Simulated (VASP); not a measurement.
# SnTe (F-43m) in VASP: notebook, part 2 of 2

VASP 6.6.1.

### Step 4. Dielectric tensor, PBEsol

INCAR reads:

```
SYSTEM = SnTe
PREC = Accurate
ENCUT = 650
EDIFF = 1E-8
ISMEAR = 0
SIGMA = 0.01
LREAL = .FALSE.
LASPH = .TRUE.
NELM = 100
ALGO = Normal
ISIF = 2
LWAVE = .FALSE.
LCHARG = .FALSE.
GGA = PS
LEPSILON = .TRUE.
```

KPOINTS reads:

```
regular mesh
0
G
  9 9 9
  0 0 0
```

POSCAR reads:

```
SnTe
1.0
    0.0000000000      3.6111460000      3.6111460000
    3.6111460000      0.0000000000      3.6111460000
    3.6111460000      3.6111460000      0.0000000000
Te Sn
1 1
Direct
    0.2500000000      0.2500000000      0.2500000000
    0.0000000000      0.0000000000      0.0000000000
```

Potentials or basis: VASP PAW PBE potentials, release 64 (Te, Sn_d).

Launch:

```sh
> cat potpaw_PBE.64/Te/POTCAR potpaw_PBE.64/Sn_d/POTCAR > POTCAR
> mpirun -np 1 vasp_std > vasp.out
```

OUTCAR:

```text
SYSTEM = SnTe
   PREC = Accurate
   ENCUT = 650
   EDIFF = 1E-8
   ISMEAR = 0
   LREAL = .FALSE.
   LASPH = .TRUE.
   NELM = 100
   ISIF = 2
   GGA = PS
   LEPSILON = .TRUE.

 Found     35 irreducible k-points:

 Following reciprocal coordinates:
            Coordinates               Weight
  0.000000  0.000000  0.000000      1.000000
  0.111111  0.000000  0.000000      8.000000
  0.222222  0.000000  0.000000      8.000000
  0.333333  0.000000  0.000000      8.000000
  0.444444  0.000000  0.000000      8.000000
  0.111111  0.111111  0.000000      6.000000
   k-points           NKPTS =     35   k-points in BZ     NKDIM =     35   number of bands    NBANDS=     14
   number of dos      NEDOS =    301   number of ions     NIONS =      2
   total plane-waves  NPLWV =  74088
   dimension x,y,z NGX =    42 NGY =   42 NGZ =   42
   dimension x,y,z NGXF=    84 NGYF=   84 NGZF=   84
   ions per type =               1   1
   NGX,Y,Z   is equivalent  to a cutoff of  13.67, 13.67, 13.67 a.u.
   NGXF,Y,Z  is equivalent  to a cutoff of  27.34, 27.34, 27.34 a.u.
 SYSTEM =  SnTe
   PREC   = accura    normal or accurate (medium, high low for compatibility)
   ISTART =      0    job   : 0-new  1-cont  2-samecut
   ICHARG =      2    charge: 1-file 2-atom 10-const
   ISPIN  =      1    spin polarized calculation?
   LNONCOLLINEAR =      F non collinear calculations
   LSORBIT =      F    spin-orbit coupling
   LASPH  =      T    aspherical Exc in radial PAW
   ENCUT  =  650.0 eV  47.77 Ry    6.91 a.u.  10.62 10.62 10.62*2*pi/ulx,y,z
   NELM   =    100;   NELMIN=  2; NELMDL= -5     # of ELM steps
   EDIFF  = 0.1E-07   stopping-criterion for ELM
   LREAL  =      F    real-space projection
   EDIFFG = 0.1E-06   stopping-criterion for IOM
   NSW    =      0    number of steps for IOM
   IBRION =     -1    ionic relax: 0-MD 1-quasi-New 2-CG
   NFREE  =      0    steps in history (QN), initial steepest desc. (CG)
   ISIF   =      2    stress and relaxation
   ISYM   =      2    0-nonsym 1-usesym 2-fastsym
   POTIM  = 0.5000    time-step for ionic-motion
   TEBEG  =    0.0;   TEEND  =   0.0 temperature during run
[... 176 lines left out ...]
           0.000000    14.797306     0.000000
          -0.000000     0.000000    14.797306
 ------------------------------------------------------

 Free energy of the ion-electron system (eV)
  ---------------------------------------------------
  ---------------------------------------------------
  free energy    TOTEN  =        -3.42605756 eV

  energy without entropy =       -3.42605756

------------------------ aborting loop because EDIFF is reached ----------------------------------------

--------------------------------------- Ionic step        2  -------------------------------------------

------------------------ aborting loop because EDIFF is reached ----------------------------------------

--------------------------------------- Ionic step        3  -------------------------------------------

 Free energy of the ion-electron system (eV)
  ---------------------------------------------------
  ---------------------------------------------------
  free energy    TOTEN  =        -3.42614386 eV

  energy without entropy =       -3.42614386

------------------------ aborting loop because EDIFF is reached ----------------------------------------

 PIEZOELECTRIC TENSOR FIELD DIRECTION 3  (e Angst)
 -----------------------------------------------------------------------------
     0.00809 -5.57761  0.00000           ( -0.00001 -0.02764  0.00000)
    -5.57761  0.00809  0.00000           ( -0.02764 -0.00001  0.00000)
     0.00000  0.00000 -0.01627           (  0.00000  0.00000 -0.00000)

 PIEZOELECTRIC TENSOR FIELD DIRECTION 3  (C/m^2)
 -----------------------------------------------------------------------------
     0.00138 -0.94884  0.00000
    -0.94884  0.00138  0.00000
     0.00000  0.00000 -0.00277

 MACROSCOPIC STATIC DIELECTRIC TENSOR (including local field effects in DFT)
 ------------------------------------------------------
          13.386156     0.000000    -0.000000
          -0.000000    13.386156    -0.000000
           0.000000     0.000000    13.386156
 ------------------------------------------------------

 PIEZOELECTRIC TENSOR (including local field effects)  for field in x, y, z        (e  Angst)
          XX          YY          ZZ          XY          YZ          ZX
  --------------------------------------------------------------------------------
  x     0.00000    -0.00000     0.00000     0.00000    -5.56543     0.00000
  y    -0.00000     0.00000     0.00000     0.00000    -0.00000    -5.56543
  z    -0.00000    -0.00000     0.00000    -5.56543     0.00000     0.00000

 PIEZOELECTRIC TENSOR (including local field effects)  for field in x, y, z        (C/m^2)
          XX          YY          ZZ          XY          YZ          ZX
  --------------------------------------------------------------------------------
  x     0.00000    -0.00000     0.00000     0.00000    -0.94677     0.00000
  y    -0.00000     0.00000     0.00000     0.00000    -0.00000    -0.94677
  z    -0.00000    -0.00000     0.00000    -0.94677     0.00000     0.00000

 BORN EFFECTIVE CHARGES (including local field effects) (in |e|, cummulative output)
 ---------------------------------------------------------------------------------
 ion    1
    1    -2.15303     0.00000     0.00000
    2     0.00000    -2.15303     0.00000
    3     0.00000     0.00000    -2.15303
 ion    2
    1     2.15303     0.00000     0.00000
    2     0.00000     2.15303     0.00000
    3     0.00000     0.00000     2.15303
```

Run time: 17 min. Hardware: 1 thread of Intel Xeon Platinum 8488C (Sapphire Rapids), shared host; peak memory 0.71 GiB.

The run converged, but some of its settings lie outside the range that counts as converged, so its numbers aren't taken as properties of the crystal.

Results:

| Property | Result |
| --- | --- |
| Band gap on the k mesh | 0.16 eV, indirect (least direct gap 0.78 eV) |
| Electronic dielectric tensor (diagonal) | 13.39 |
| Born charges (mean of the diagonal) | Te -2.15; Sn +2.15 e |

Caveat: the gap is small at this level, which inflates the dielectric constant; spin-orbit coupling is left out, which moves the levels of the heavy elements; an odd mesh through Γ misses points on the zone boundary, where band edges often lie.

### Step 5. Dielectric tensor, PBEsol

INCAR, as its differences from that of step 4:

```diff
@@ -2,3 +2,3 @@
 PREC = Accurate
-ENCUT = 650
+ENCUT = 400
 EDIFF = 1E-8
```

KPOINTS reads:

```
regular mesh
0
G
  11 11 11
  0 0 0
```

POSCAR is that of step 4.

Potentials or basis: VASP PAW PBE potentials, release 64 (Te, Sn_d).

Launch:

```sh
> cat potpaw_PBE.64/Te/POTCAR potpaw_PBE.64/Sn_d/POTCAR > POTCAR
> mpirun -np 1 vasp_std > vasp.out
```

OUTCAR:

```text
SYSTEM = SnTe
   PREC = Accurate
   ENCUT = 400
   EDIFF = 1E-8
   ISMEAR = 0
   LREAL = .FALSE.
   LASPH = .TRUE.
   NELM = 100
   ISIF = 2
   GGA = PS
   LEPSILON = .TRUE.

 Found     56 irreducible k-points:

 Following reciprocal coordinates:
            Coordinates               Weight
  0.000000  0.000000  0.000000      1.000000
  0.090909  0.000000  0.000000      8.000000
  0.181818  0.000000  0.000000      8.000000
  0.272727  0.000000  0.000000      8.000000
  0.363636  0.000000  0.000000      8.000000
  0.454545  0.000000  0.000000      8.000000
   k-points           NKPTS =     56   k-points in BZ     NKDIM =     56   number of bands    NBANDS=     14
   number of dos      NEDOS =    301   number of ions     NIONS =      2
   total plane-waves  NPLWV =  46656
   dimension x,y,z NGX =    36 NGY =   36 NGZ =   36
   dimension x,y,z NGXF=    72 NGYF=   72 NGZF=   72
   ions per type =               1   1
   NGX,Y,Z   is equivalent  to a cutoff of  11.72, 11.72, 11.72 a.u.
   NGXF,Y,Z  is equivalent  to a cutoff of  23.44, 23.44, 23.44 a.u.
 SYSTEM =  SnTe
   PREC   = accura    normal or accurate (medium, high low for compatibility)
   ISTART =      0    job   : 0-new  1-cont  2-samecut
   ICHARG =      2    charge: 1-file 2-atom 10-const
[... 215 lines left out ...]
  ---------------------------------------------------
  free energy    TOTEN  =        -3.40111190 eV

  energy without entropy =       -3.40111190

------------------------ aborting loop because EDIFF is reached ----------------------------------------

 PIEZOELECTRIC TENSOR FIELD DIRECTION 3  (e Angst)
 -----------------------------------------------------------------------------
     0.00958 -5.56065  0.00000           ( -0.00001 -0.02579  0.00000)
    -5.56065  0.00958  0.00000           ( -0.02579 -0.00001  0.00000)
     0.00000  0.00000 -0.01563           (  0.00000  0.00000 -0.00000)

 PIEZOELECTRIC TENSOR FIELD DIRECTION 3  (C/m^2)
 -----------------------------------------------------------------------------
     0.00163 -0.94596  0.00000
    -0.94596  0.00163  0.00000
     0.00000  0.00000 -0.00266

 MACROSCOPIC STATIC DIELECTRIC TENSOR (including local field effects in DFT)
 ------------------------------------------------------
          13.303052    -0.000000    -0.000000
           0.000000    13.303052     0.000000
          -0.000000     0.000000    13.303052
 ------------------------------------------------------

 PIEZOELECTRIC TENSOR (including local field effects)  for field in x, y, z        (e  Angst)
          XX          YY          ZZ          XY          YZ          ZX
  --------------------------------------------------------------------------------
  x     0.00000     0.00000     0.00000     0.00000    -5.55108     0.00000
  y     0.00000     0.00000     0.00000     0.00000     0.00000    -5.55108
  z     0.00000     0.00000    -0.00000    -5.55108     0.00000     0.00000

 PIEZOELECTRIC TENSOR (including local field effects)  for field in x, y, z        (C/m^2)
          XX          YY          ZZ          XY          YZ          ZX
  --------------------------------------------------------------------------------
  x     0.00000     0.00000     0.00000     0.00000    -0.94433     0.00000
  y     0.00000     0.00000     0.00000     0.00000     0.00000    -0.94433
  z     0.00000     0.00000    -0.00000    -0.94433     0.00000     0.00000

 BORN EFFECTIVE CHARGES (including local field effects) (in |e|, cummulative output)
 ---------------------------------------------------------------------------------
 ion    1
    1    -2.15132     0.00000     0.00000
    2     0.00000    -2.15132     0.00000
    3     0.00000     0.00000    -2.15132
 ion    2
    1     2.15132     0.00000     0.00000
    2     0.00000     2.15132     0.00000
    3     0.00000     0.00000     2.15132
```

stdout:

```text
POSCAR found type information on POSCAR TeSn
 POSCAR found :  2 types and       2 ions
 scaLAPACK will be used
 -----------------------------------------------------------------------------
|                                                                             |
[... 28 lines left out ...]
 dielectric tensor                  component  3 :     0.150    -3.443    11.572
 Linear response to external field, progress :
  Direction:   1
 dielectric tensor                  component  1 :    13.303    -1.196    -0.233
 Linear response to external field, progress :
  Direction:   2
 dielectric tensor                  component  2 :    -0.599    13.303    -1.285
 Linear response to external field, progress :
  Direction:   3
 dielectric tensor                  component  3 :    -0.461    -0.902    13.303
 Born effective charges drift removed
```

It took 11 min on 1 thread of Intel Xeon Platinum 8488C (Sapphire Rapids), shared host; peak memory 0.58 GiB.

These settings aren't checked as converged: the numbers below hold their error.

Results:

```
Band gap on the k mesh                  : 0.14 eV, indirect (least direct gap 0.77 eV)
Electronic dielectric tensor (diagonal) : 13.30
Born charges (mean of the diagonal)     : Te -2.15; Sn +2.15 e
```

Caveat: the gap is small at this level, which inflates the dielectric constant; spin-orbit coupling is left out, which moves the levels of the heavy elements; an odd mesh through Γ misses points on the zone boundary, where band edges often lie.

### Step 6. Dielectric tensor, PBEsol

INCAR, as its differences from that of step 5:

```diff
@@ -2,3 +2,3 @@
 PREC = Accurate
-ENCUT = 400
+ENCUT = 280
 EDIFF = 1E-8
```

KPOINTS reads:

```
regular mesh
0
G
  5 5 5
  0 0 0
```

POSCAR is that of step 5.

Potentials or basis: VASP PAW PBE potentials, release 64 (Te, Sn_d).

Launch:

```sh
> cat potpaw_PBE.64/Te/POTCAR potpaw_PBE.64/Sn_d/POTCAR > POTCAR
> mpirun -np 1 vasp_std > vasp.out
```

OUTCAR:

```text
SYSTEM = SnTe
   PREC = Accurate
   ENCUT = 280
   EDIFF = 1E-8
   ISMEAR = 0
   LREAL = .FALSE.
   LASPH = .TRUE.
   NELM = 100
   ISIF = 2
   GGA = PS
   LEPSILON = .TRUE.

 Found     10 irreducible k-points:

 Following reciprocal coordinates:
            Coordinates               Weight
  0.000000  0.000000  0.000000      1.000000
  0.200000  0.000000  0.000000      8.000000
  0.400000  0.000000  0.000000      8.000000
  0.200000  0.200000  0.000000      6.000000
  0.400000  0.200000  0.000000     24.000000
 -0.400000  0.200000  0.000000     24.000000
   k-points           NKPTS =     10   k-points in BZ     NKDIM =     10   number of bands    NBANDS=     14
   number of dos      NEDOS =    301   number of ions     NIONS =      2
   total plane-waves  NPLWV =  21952
   dimension x,y,z NGX =    28 NGY =   28 NGZ =   28
   dimension x,y,z NGXF=    56 NGYF=   56 NGZF=   56
   ions per type =               1   1
   NGX,Y,Z   is equivalent  to a cutoff of   9.11,  9.11,  9.11 a.u.
   NGXF,Y,Z  is equivalent  to a cutoff of  18.23, 18.23, 18.23 a.u.
 SYSTEM =  SnTe
   PREC   = accura    normal or accurate (medium, high low for compatibility)
   ISTART =      0    job   : 0-new  1-cont  2-samecut
   ICHARG =      2    charge: 1-file 2-atom 10-const
   ISPIN  =      1    spin polarized calculation?
   LNONCOLLINEAR =      F non collinear calculations
   LSORBIT =      F    spin-orbit coupling
   LASPH  =      T    aspherical Exc in radial PAW
   ENCUT  =  280.0 eV  20.58 Ry    4.54 a.u.   6.97  6.97  6.97*2*pi/ulx,y,z
   NELM   =    100;   NELMIN=  2; NELMDL= -5     # of ELM steps
   EDIFF  = 0.1E-07   stopping-criterion for ELM
   LREAL  =      F    real-space projection
   EDIFFG = 0.1E-06   stopping-criterion for IOM
   NSW    =      0    number of steps for IOM
   IBRION =     -1    ionic relax: 0-MD 1-quasi-New 2-CG
   NFREE  =      0    steps in history (QN), initial steepest desc. (CG)
   ISIF   =      2    stress and relaxation
   ISYM   =      2    0-nonsym 1-usesym 2-fastsym
   POTIM  = 0.5000    time-step for ionic-motion
   TEBEG  =    0.0;   TEEND  =   0.0 temperature during run
   PSTRESS=    0.0 pullay stress
   NELECT =      20.0000    total number of electrons
[... 175 lines left out ...]
          -0.000000     0.000000    13.694921
 ------------------------------------------------------

 Free energy of the ion-electron system (eV)
  ---------------------------------------------------
  ---------------------------------------------------
  free energy    TOTEN  =        -3.12426594 eV

  energy without entropy =       -3.12426594

------------------------ aborting loop because EDIFF is reached ----------------------------------------

--------------------------------------- Ionic step        2  -------------------------------------------

------------------------ aborting loop because EDIFF is reached ----------------------------------------

--------------------------------------- Ionic step        3  -------------------------------------------

 Free energy of the ion-electron system (eV)
  ---------------------------------------------------
  ---------------------------------------------------
  free energy    TOTEN  =        -3.12435352 eV

  energy without entropy =       -3.12435352

------------------------ aborting loop because EDIFF is reached ----------------------------------------

 PIEZOELECTRIC TENSOR FIELD DIRECTION 3  (e Angst)
 -----------------------------------------------------------------------------
    -0.00080 -5.56585  0.00000           (  0.00000 -0.03381  0.00000)
    -5.56585 -0.00080  0.00000           ( -0.03381  0.00000  0.00000)
     0.00000  0.00000 -0.01327           (  0.00000  0.00000  0.00001)

 PIEZOELECTRIC TENSOR FIELD DIRECTION 3  (C/m^2)
 -----------------------------------------------------------------------------
    -0.00014 -0.94684  0.00000
    -0.94684 -0.00014  0.00000
     0.00000  0.00000 -0.00226

 MACROSCOPIC STATIC DIELECTRIC TENSOR (including local field effects in DFT)
 ------------------------------------------------------
          12.285211     0.000000    -0.000000
          -0.000000    12.285211    -0.000000
           0.000000     0.000000    12.285211
 ------------------------------------------------------

 PIEZOELECTRIC TENSOR (including local field effects)  for field in x, y, z        (e  Angst)
          XX          YY          ZZ          XY          YZ          ZX
  --------------------------------------------------------------------------------
  x    -0.00000    -0.00000    -0.00000     0.00000    -5.54165     0.00000
  y     0.00000     0.00000     0.00000     0.00000     0.00000    -5.54165
  z     0.00000     0.00000     0.00000    -5.54165     0.00000     0.00000

 PIEZOELECTRIC TENSOR (including local field effects)  for field in x, y, z        (C/m^2)
          XX          YY          ZZ          XY          YZ          ZX
  --------------------------------------------------------------------------------
  x    -0.00000    -0.00000    -0.00000     0.00000    -0.94272     0.00000
  y     0.00000     0.00000     0.00000     0.00000     0.00000    -0.94272
  z     0.00000     0.00000     0.00000    -0.94272     0.00000     0.00000

 BORN EFFECTIVE CHARGES (including local field effects) (in |e|, cummulative output)
 ---------------------------------------------------------------------------------
 ion    1
    1    -2.17362     0.00000     0.00000
    2     0.00000    -2.17362     0.00000
    3     0.00000     0.00000    -2.17362
 ion    2
    1     2.17362     0.00000     0.00000
    2     0.00000     2.17362     0.00000
    3     0.00000     0.00000     2.17362
```

Run time: 79 s. Hardware: 1 thread of Intel Xeon Platinum 8488C (Sapphire Rapids), shared host; peak memory 0.18 GiB.

These settings aren't checked as converged: the numbers below hold their error.

Results:

| Property | Result |
| --- | --- |
| Band gap on the k mesh | 0.36 eV, indirect (least direct gap 0.81 eV) |
| Electronic dielectric tensor (diagonal) | 12.29 |
| Born charges (mean of the diagonal) | Te -2.17; Sn +2.17 e |

Caveat: the gap is small at this level, which inflates the dielectric constant; spin-orbit coupling is left out, which moves the levels of the heavy elements; an odd mesh through Γ misses points on the zone boundary, where band edges often lie.
